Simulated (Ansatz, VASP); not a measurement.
**N in VASP and in Ansatz**

```
CELL_PARAMETERS angstrom
2.52865 0.00000 0.00000
-1.26433 2.18988 0.00000
0.00000 0.00000 2.41773
ATOMIC_POSITIONS crystal
N 0.66667 0.33333 0.25000
N 0.33333 0.66667 0.75000
```

Alike in both runs: functional PBE; dispersion D3(BJ); k mesh 18 × 18 × 16; occupations gaussian, width 0.1 eV; no spin polarisation.

Ansatz relaxed the structure, and its values are those at the end. VASP's run is a single point on that final structure, the one shown.

|  | VASP | Ansatz |
| --- | --- | --- |
| version | VASP 6.6.1 | Ansatz 0.2.0 |
| potentials or method | VASP PAW PBE potentials, release 64 (N) | scalar-relativistic, plane waves, PAW |
| plane-wave cutoff (eV) | 520 | 420 |
| valence electrons in the cell | 10 | 10 |

```tsv
	VASP	Ansatz	Ansatz less VASP
gap on the k mesh at the Fermi level (eV)	none	none	-
pressure (GPa)	8.5	8.4	-0.01
```

A gap of «none» marks a metal or a gap that the smearing closes. The functional is the same, so the differences come from potentials, cutoffs and numerics.

Caveats: pairwise dispersion overbinds metals, which lowers pressure and volume.
